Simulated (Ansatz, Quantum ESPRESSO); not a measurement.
# honeycomb BP, 2 layers, AB stacking: capacitance across a vacuum gap, part 5 of 5

Aim: potential against charge for honeycomb BP, 2 layers, AB stacking facing a metal electrode, and the capacitance that follows.

Quantum ESPRESSO 7.5; plane-wave DFT, PBE, GBRV ultrasoft pseudopotentials; geometry by Ansatz 0.2.0 with PAW datasets.

So far. Step 8 (Self-consistent run: charge 0.0535 e): Gauss's law asks for a slope of 180.95 q/A = 1.090 eV/Å in the gap; the run gives 1.091. Step 10 (Ground state: between two electrodes with a field of …): The set field of 0.103 V/Å over 19.3 Å is a bias of 1.98 V; the two ends of the cell differ by 1.98 eV. The slope in the vacuum is 0.157 eV/Å in size, more than the set field, because the slab carries little of the drop.

## Step 11: Self-consistent run, with K_POINTS = [32, 32, 1] and degauss = 0.01

A sensitivity test on the input.

q3.w0.in reads:

```
&control
  prefix = 'q3.w0'
  outdir = './out'
  pseudo_dir = './pseudo'
  calculation = 'scf'
  tprnfor = .true.
/
&system
  ibrav = 0
  nat = 4
  ntyp = 2
  ecutwfc = 40
  ecutrho = 200
  occupations = 'smearing'
  smearing = 'fd'
  degauss = 0.01
  assume_isolated = 'esm'
  esm_bc = 'bc3'
  tot_charge = 0.0134
/
&electrons
  conv_thr = 1e-08
  mixing_beta = 0.4
  electron_maxstep = 120
  mixing_mode = 'local-TF'
/
ATOMIC_SPECIES
  P   30.9738  p_pbe_v1.5.uspp.F.UPF
  B   10.8100  b_pbe_v1.4.uspp.F.UPF
CELL_PARAMETERS angstrom
  3.20231763469907 0.00000000000000 0.00000000000000
  -1.60115881734953 2.77328842263629 -0.00000000000000
  0.00000000000000 -0.00000000000000 19.30000000000000
ATOMIC_POSITIONS crystal
  P   0.666666666667 0.333333333333 -0.039523352792
  B   0.333333333333 0.666666666667 -0.040588291786
  P   0.000000000000 -0.000000000000 0.144215234792
  B   0.666666666667 0.333333333333 0.143511466112
K_POINTS automatic
  32 32 1 0 0 0
```

Run with:

```
OMP_NUM_THREADS=1 mpirun -n 2 pw.x -nk 2 -in q3.w0.in > q3.w0.out
```

The program printed:

```text
[banner, memory and clock lines left out]
Program PWSCF v.7.5 starts
[citation notice left out]

[...]
Message from routine setup:
[...]
bravais-lattice index     =            0
     lattice parameter (alat)  =       6.0515  a.u.
     unit-cell volume          =    1156.6803 (a.u.)^3
     number of atoms/cell      =            4
     number of atomic types    =            2
     number of electrons       =        15.99
     number of Kohn-Sham states=           12
     kinetic-energy cutoff     =      40.0000  Ry
     charge density cutoff     =     200.0000  Ry
     scf convergence threshold =      1.0E-08
     mixing beta               =       0.4000
     number of iterations used =            8  local-TF  mixing
     Exchange-correlation=  SLA  PW   PBX  PBC
                           (   1   4   3   4   0   0   0)

     Effective Screening Medium Method
     Boundary Conditions: Vacuum-Slab-Metal
     total charge in unit cell        =   0.0134
     grid points for fit at edges     =        4

[...]
PseudoPot. # 1 for P  read from file:
     ./pseudo/p_pbe_v1.5.uspp.F.UPF
     Pseudo is Ultrasoft + core correction, Zval =  5.0
     Generated by new atomic code, or converted to UPF format
     Using radial grid of  903 points,  6 beta functions with:
                l(1) =   0
                l(2) =   0
                l(3) =   1
                l(4) =   1
                l(5) =   2
                l(6) =   2
     Q(r) pseudized with  8 coefficients,  rinner =    1.300   1.300   1.300
                                                       1.300   1.300

     PseudoPot. # 2 for B  read from file:
     ./pseudo/b_pbe_v1.4.uspp.F.UPF
     Pseudo is Ultrasoft + core correction, Zval =  3.0
     Generated by new atomic code, or converted to UPF format
     Using radial grid of  781 points,  4 beta functions with:
                l(1) =   0
                l(2) =   0
                l(3) =   1
                l(4) =   1
     Q(r) pseudized with  8 coefficients,  rinner =    1.100   1.100   1.100

     atomic species   valence    mass     pseudopotential
     P                 5.00    30.97380     P ( 1.00)
     B                 3.00    10.81000     B ( 1.00)

      6 Sym. Ops. (no inversion) found

[...]
number of k points=   102  Fermi-Dirac smearing, width (Ry)=  0.0100

     Number of k-points >= 100: set verbosity='high' to print them.

     Dense  grid:    55383 G-vectors     FFT dimensions: (  27,  27, 180)

     Smooth grid:    39483 G-vectors     FFT dimensions: (  25,  25, 150)

     Initial potential from superposition of free atoms

     starting charge      15.9991, renormalised to      15.9866

     negative rho (up, down):  5.721E-05 0.000E+00
     Starting wfcs are   16 randomized atomic wfcs

     per-process dynamical memory:    87.4 Mb

     Self-consistent Calculation

     iteration #  1     ecut=    40.00 Ry     beta= 0.40
     Davidson diagonalization with overlap
     ethr =  1.00E-02,  avg # of iterations =  5.3

     negative rho (up, down):  4.548E-05 0.000E+00

     total energy              =     -43.73690938 Ry
     estimated scf accuracy    <       0.17164318 Ry

     iteration #  2     ecut=    40.00 Ry     beta= 0.40
[...]
negative rho (up, down):  1.267E-06 0.000E+00

[...]
total energy              =     -43.81657120 Ry
     estimated scf accuracy    <       0.11876637 Ry

     iteration #  3     ecut=    40.00 Ry     beta= 0.40
[...]
total energy              =     -43.80790722 Ry
     estimated scf accuracy    <       0.05234827 Ry

     iteration #  4     ecut=    40.00 Ry     beta= 0.40
[...]
total energy              =     -43.82576238 Ry
     estimated scf accuracy    <       0.01809025 Ry

     iteration #  5     ecut=    40.00 Ry     beta= 0.40
[...]
c_bands:  2 eigenvalues not converged
     c_bands:  1 eigenvalues not converged
     c_bands:  1 eigenvalues not converged
     c_bands:  1 eigenvalues not converged
     c_bands:  2 eigenvalues not converged
     c_bands:  2 eigenvalues not converged
[...]
total energy              =     -43.83494374 Ry
     estimated scf accuracy    <       0.02292165 Ry

     iteration #  6     ecut=    40.00 Ry     beta= 0.40
[...]
c_bands:  1 eigenvalues not converged
[...]
negative rho (up, down):  1.589E-08 0.000E+00

[...]
total energy              =     -43.84136702 Ry
     estimated scf accuracy    <       0.02375077 Ry

[...]
iteration # 40     ecut=    40.00 Ry     beta= 0.40
[...]
c_bands:  1 eigenvalues not converged
[...]
negative rho (up, down):  1.494E-04 0.000E+00

[...]
total energy              =     -43.82699169 Ry
     estimated scf accuracy    <       0.00000004 Ry

     iteration # 41     ecut=    40.00 Ry     beta= 0.40
[...]
negative rho (up, down):  1.641E-04 0.000E+00

[...]
total energy              =     -43.82699450 Ry
     estimated scf accuracy    <       0.00000002 Ry

     iteration # 42     ecut=    40.00 Ry     beta= 0.40
[...]
negative rho (up, down):  1.525E-04 0.000E+00

[...]
total energy              =     -43.82699366 Ry
     estimated scf accuracy    <       0.00000003 Ry

     iteration # 43     ecut=    40.00 Ry     beta= 0.40
[...]
negative rho (up, down):  1.540E-04 0.000E+00

[...]
End of self-consistent calculation

     Number of k-points >= 100: set verbosity='high' to print the bands.

     the Fermi energy is    -6.5120 ev

!    total energy              =     -43.82699361 Ry
     estimated scf accuracy    <          1.0E-09 Ry
     smearing contrib. (-TS)   =      -0.00056122 Ry
     internal energy E=F+TS    =     -43.82643239 Ry

     The total energy is F=E-TS. E is the sum of the following terms:
     one-electron contribution =   -2901.38241313 Ry
     hartree contribution      =    1450.66375024 Ry
     xc contribution           =     -17.74466079 Ry
     ewald contribution        =    1424.63689129 Ry

     convergence has been achieved in  43 iterations

     negative rho (up, down):  1.540E-04 0.000E+00

     Forces acting on atoms (cartesian axes, Ry/au):

     atom    1 type  1   force =     0.00000000    0.00000000   -0.00373688
     atom    2 type  2   force =     0.00000000   -0.00000000   -0.00193854
     atom    3 type  1   force =     0.00000000    0.00000000    0.00392114
     atom    4 type  2   force =     0.00000000   -0.00000000    0.00174411

     Total force =     0.006012     Total SCF correction =     0.000075

[...]
```

It took 89 s on 2 MPI ranks of AMD EPYC 9R45 (Zen 5), shared host; peak memory 0.42 GiB.

Beside the run it was changed from:

| quantity | this run | unchanged run | difference |
| --- | --- | --- | --- |
| vacuum line at the upper end of the cell, over the Fermi level (eV) | 6.512 | 6.676 | -0.16 |
| vacuum line at the lower end of the cell, over the Fermi level (eV) | 4.815 | 4.982 | -0.17 |
| wall time (s) | 89 | 37 |  |
| SCF iterations | 43 | 15 |  |

This run starts from superposed atoms, the unchanged one from a saved density, so their iteration counts don't compare.

Levels move by up to 167 meV, so the change matters at the level of the results.

## Step 12: Self-consistent run, with ecutwfc = 14 and ecutrho = 56

Another try, with an input changed as a hurried user might.

q3.bad.in reads:

```
&control
  prefix = 'q3.bad'
  outdir = './out'
  pseudo_dir = './pseudo'
  calculation = 'scf'
  tprnfor = .true.
/
&system
  ibrav = 0
  nat = 4
  ntyp = 2
  ecutwfc = 14
  ecutrho = 56
  occupations = 'smearing'
  smearing = 'fd'
  degauss = 0.004
  assume_isolated = 'esm'
  esm_bc = 'bc3'
  tot_charge = 0.0134
/
&electrons
  conv_thr = 1e-08
  mixing_beta = 0.4
  electron_maxstep = 75
  mixing_mode = 'local-TF'
/
ATOMIC_SPECIES
  P   30.9738  p_pbe_v1.5.uspp.F.UPF
  B   10.8100  b_pbe_v1.4.uspp.F.UPF
CELL_PARAMETERS angstrom
  3.20231763469907 0.00000000000000 0.00000000000000
  -1.60115881734953 2.77328842263629 -0.00000000000000
  0.00000000000000 -0.00000000000000 19.30000000000000
ATOMIC_POSITIONS crystal
  P   0.666666666667 0.333333333333 -0.039523352792
  B   0.333333333333 0.666666666667 -0.040588291786
  P   0.000000000000 -0.000000000000 0.144215234792
  B   0.666666666667 0.333333333333 0.143511466112
K_POINTS automatic
  24 24 1 0 0 0
```

Run with:

```
OMP_NUM_THREADS=1 mpirun -n 2 pw.x -nk 2 -in q3.bad.in > q3.bad.out
```

The program printed:

```text
[banner, memory and clock lines left out]
Program PWSCF v.7.5 starts
[citation notice left out]

[...]
Message from routine setup:
[...]
bravais-lattice index     =            0
     lattice parameter (alat)  =       6.0515  a.u.
     unit-cell volume          =    1156.6803 (a.u.)^3
     number of atoms/cell      =            4
     number of atomic types    =            2
     number of electrons       =        15.99
     number of Kohn-Sham states=           12
     kinetic-energy cutoff     =      14.0000  Ry
     charge density cutoff     =      56.0000  Ry
     scf convergence threshold =      1.0E-08
     mixing beta               =       0.4000
     number of iterations used =            8  local-TF  mixing
     Exchange-correlation=  SLA  PW   PBX  PBC
                           (   1   4   3   4   0   0   0)

     Effective Screening Medium Method
     Boundary Conditions: Vacuum-Slab-Metal
     total charge in unit cell        =   0.0134
     grid points for fit at edges     =        4

[...]
PseudoPot. # 1 for P  read from file:
     ./pseudo/p_pbe_v1.5.uspp.F.UPF
     Pseudo is Ultrasoft + core correction, Zval =  5.0
     Generated by new atomic code, or converted to UPF format
     Using radial grid of  903 points,  6 beta functions with:
                l(1) =   0
                l(2) =   0
                l(3) =   1
                l(4) =   1
                l(5) =   2
                l(6) =   2
     Q(r) pseudized with  8 coefficients,  rinner =    1.300   1.300   1.300
                                                       1.300   1.300

     PseudoPot. # 2 for B  read from file:
     ./pseudo/b_pbe_v1.4.uspp.F.UPF
     Pseudo is Ultrasoft + core correction, Zval =  3.0
     Generated by new atomic code, or converted to UPF format
     Using radial grid of  781 points,  4 beta functions with:
                l(1) =   0
                l(2) =   0
                l(3) =   1
                l(4) =   1
     Q(r) pseudized with  8 coefficients,  rinner =    1.100   1.100   1.100

     atomic species   valence    mass     pseudopotential
     P                 5.00    30.97380     P ( 1.00)
     B                 3.00    10.81000     B ( 1.00)

      6 Sym. Ops. (no inversion) found

[...]
number of k points=    61  Fermi-Dirac smearing, width (Ry)=  0.0040
[...]
Dense  grid:     8169 G-vectors     FFT dimensions: (  15,  15,  90)

     Check: negative core charge=   -0.000342

     Initial potential from superposition of free atoms

     starting charge      15.9991, renormalised to      15.9866

     negative rho (up, down):  4.285E-02 0.000E+00
     Starting wfcs are   16 randomized atomic wfcs

     per-process dynamical memory:    19.5 Mb

     Self-consistent Calculation

     iteration #  1     ecut=    14.00 Ry     beta= 0.40
     Davidson diagonalization with overlap
     ethr =  1.00E-02,  avg # of iterations =  4.4

     negative rho (up, down):  4.149E-02 0.000E+00

     total energy              =     -43.75662510 Ry
     estimated scf accuracy    <       0.16326078 Ry

     iteration #  2     ecut=    14.00 Ry     beta= 0.40
[...]
negative rho (up, down):  3.867E-02 0.000E+00

[...]
total energy              =     -43.73934211 Ry
     estimated scf accuracy    <       0.09283644 Ry

     iteration #  3     ecut=    14.00 Ry     beta= 0.40
[...]
negative rho (up, down):  3.777E-02 0.000E+00

[...]
total energy              =     -43.74894694 Ry
     estimated scf accuracy    <       0.01307488 Ry

     iteration #  4     ecut=    14.00 Ry     beta= 0.40
[...]
c_bands:  2 eigenvalues not converged
     c_bands:  1 eigenvalues not converged
     c_bands:  1 eigenvalues not converged
     c_bands:  1 eigenvalues not converged
     c_bands:  1 eigenvalues not converged
     c_bands:  2 eigenvalues not converged
     c_bands:  1 eigenvalues not converged
     c_bands:  4 eigenvalues not converged
     c_bands:  3 eigenvalues not converged
     c_bands:  1 eigenvalues not converged
     c_bands:  3 eigenvalues not converged
     c_bands:  3 eigenvalues not converged
[...]
negative rho (up, down):  3.783E-02 0.000E+00

[...]
total energy              =     -43.75666463 Ry
     estimated scf accuracy    <       0.00954341 Ry

     iteration #  5     ecut=    14.00 Ry     beta= 0.40
[...]
c_bands:  1 eigenvalues not converged
     c_bands:  1 eigenvalues not converged
     c_bands:  1 eigenvalues not converged
[...]
negative rho (up, down):  3.735E-02 0.000E+00

[...]
total energy              =     -43.75662712 Ry
     estimated scf accuracy    <       0.01013167 Ry

     iteration #  6     ecut=    14.00 Ry     beta= 0.40
[...]
c_bands:  1 eigenvalues not converged
[...]
negative rho (up, down):  3.584E-02 0.000E+00

[...]
total energy              =     -43.75531639 Ry
     estimated scf accuracy    <       0.00937494 Ry

[...]
iteration # 28     ecut=    14.00 Ry     beta= 0.40
[...]
negative rho (up, down):  4.778E-02 0.000E+00

[...]
total energy              =     -43.74864861 Ry
     estimated scf accuracy    <       0.00000001 Ry

     iteration # 29     ecut=    14.00 Ry     beta= 0.40
[...]
negative rho (up, down):  4.777E-02 0.000E+00

[...]
total energy              =     -43.74866905 Ry
     estimated scf accuracy    <       0.00000002 Ry

     iteration # 30     ecut=    14.00 Ry     beta= 0.40
[...]
negative rho (up, down):  4.778E-02 0.000E+00

[...]
total energy              =     -43.74864628 Ry
     estimated scf accuracy    <       0.00000001 Ry

     iteration # 31     ecut=    14.00 Ry     beta= 0.40
[...]
negative rho (up, down):  4.777E-02 0.000E+00

[...]
End of self-consistent calculation

          k = 0.0000 0.0000 0.0000 (  1051 PWs)   bands (ev):

   -20.9264 -20.6075 -11.8295 -10.4162  -8.6958  -8.6958  -8.5022  -8.5022
    -4.4407  -3.5390  -3.4526  -2.3576

          k = 0.0000 0.0481 0.0000 (  1051 PWs)   bands (ev):

   -20.9017 -20.5803 -11.7982 -10.3872  -8.8445  -8.7554  -8.6496  -8.5623
    -4.4073  -3.5052  -3.4207  -2.4101

[...]
the Fermi energy is    -6.8898 ev

!    total energy              =     -43.74863738 Ry
     estimated scf accuracy    <          3.0E-09 Ry
     smearing contrib. (-TS)   =      -0.00014030 Ry
     internal energy E=F+TS    =     -43.74849708 Ry

     The total energy is F=E-TS. E is the sum of the following terms:
     one-electron contribution =   -2900.84804738 Ry
     hartree contribution      =    1450.22810344 Ry
     xc contribution           =     -17.76544442 Ry
     ewald contribution        =    1424.63689128 Ry

     convergence has been achieved in  31 iterations

     negative rho (up, down):  4.777E-02 0.000E+00

     Forces acting on atoms (cartesian axes, Ry/au):

     atom    1 type  1   force =     0.00000000    0.00000000   -0.01627104
     atom    2 type  2   force =     0.00000000    0.00000000    0.00958772
     atom    3 type  1   force =     0.00000000    0.00000000    0.00941953
     atom    4 type  2   force =     0.00000000    0.00000000   -0.01141815

     Total force =     0.023995     Total SCF correction =     0.000063

[...]
```

Run time: 8.4 s. Hardware: 2 MPI ranks; peak memory 0.15 GiB; 16 s of CPU time.

Residual by cycle:

cycle, log10 residual and a bar from the least value:
```
        1       -0.8 ##############################
        4       -2.0 #########################
        6       -2.0 #########################
        9       -2.3 ########################
       12       -2.8 ######################
       15       -3.8 ##################
       17       -4.1 #################
       20       -4.7 ###############
       23       -5.8 ##########
       26       -7.2 #####
       28       -8.0 ##
       31       -8.5
```

The SCF loop closed, but a setting was changed on purpose, so the numbers serve as a test and not as the result.

The fault put into the input: a cutoff far too low (system.ecutwfc = 14 and system.ecutrho = 56).

Beside the run it was changed from:

| quantity | this run | unchanged run | difference |
| --- | --- | --- | --- |
| vacuum line at the upper end of the cell, over the Fermi level (eV) | 6.889 | 6.676 | 0.21 |
| vacuum line at the lower end of the cell, over the Fermi level (eV) | 5.163 | 4.982 | 0.18 |
| wall time (s) | 8.4 | 37 |  |
| SCF iterations | 31 | 15 |  |

This run starts from superposed atoms, the unchanged one from a saved density, so their iteration counts don't compare.

Levels move by up to 214 meV, so the change matters at the level of the results.

## Step 13: Worked from the printed numbers

Between the smallest and the largest positive charge, Δq = 0.0401 e on A = 8.881 Å² and ΔV = 4.689 V. C = Δq/(A ΔV) = 9.6287e-04 e/(V Å²) = 1.54 µF/cm² (1 e/Å² = 1602 µC/cm²). A plate capacitor with that value has a gap of ε₀/C = 8.854/1.54 = 5.74 Å.

## Step 14: What came out

```yaml
capacitance_with_electrons_added: 1.48 μF/cm²
capacitance_with_holes_added: 1.54 μF/cm²
top_atoms_to_the_electrode: 6.87 Å
far_vacuum_over_the_fermi_level_at_the_smaller_electron_charge: 4.29 eV
far_vacuum_over_the_fermi_level_at_the_smaller_hole_charge: 4.98 eV
```

**Reading.** Across 6.9 Å of vacuum the capacitance comes to 1.48 μF/cm² with electrons added and 1.54 μF/cm² with holes added (PBE, GBRV ultrasoft). The sheet has a gap. Between the smallest electron and hole charges the Fermi level crosses it, a jump of 0.69 eV on the far face, so zero charge holds over a whole range of potentials and the capacitance dips there. On the doped sides ε₀/C comes to 5.97 Å (electrons) and 5.74 Å (holes), against 6.87 Å from the top atoms to the electrode: the reach of the charge in front of the atoms shortens it, the sheet's density of states lengthens it. The ions are fixed at the PBE-D3(BJ) geometry, so no force or energy of the charged cells enters. The mesh and the smearing resolve small carrier pockets only roughly.

[Logs are printed without paths, hosts, clocks, repeated set-up lines and the standing remarks that a program may print on its own settings, such as how far it seeks lower states.]

[Hosts, paths, dates, database ids (printed as entryN), source tags and the programs' standing remarks are cut or masked in the printed files.]

[Maps of the electrostatic potential energy from Ansatz leave out the sawtooth potential of an applied field or a dipole correction, so their vacuum need not be flat; planar profiles and work functions include it.]
